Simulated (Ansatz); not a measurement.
## Relativistic treatment of Pd

```
CELL_PARAMETERS angstrom
0.00000 1.94490 1.94490
1.94490 0.00000 1.94490
1.94490 1.94490 0.00000
ATOMIC_POSITIONS crystal
Pd 0.00000 0.00000 0.00000
```

The cell comes from COD entry 9008478, which wasn't checked; take it as a given geometry.

Spin polarisation is left out, and whether a magnetic state lies lower isn't shown here.

One fixed cell is solved with PBE by full-potential LAPW in Ansatz 0.2.0 under different relativistic treatments. Pressure is positive in compression.

Settings: a Γ-centred 18×18×18 k mesh, Fermi–Dirac smearing of 0.05 eV, basis error target 0.25 meV/atom, no spin polarisation.

| setting | P (GPa) |
| --- | --- |
| scalar-relativistic | 7.51 |
| non-relativistic | ? |
| with spin–orbit coupling | ? |
| scalar-relativistic, point nuclei | 7.50 |

Q: Fill in "P (GPa)" for the row "with spin–orbit coupling".

A: 7.61.

Q: What belongs in the row "non-relativistic", column "P (GPa)"?

A: 17.03.
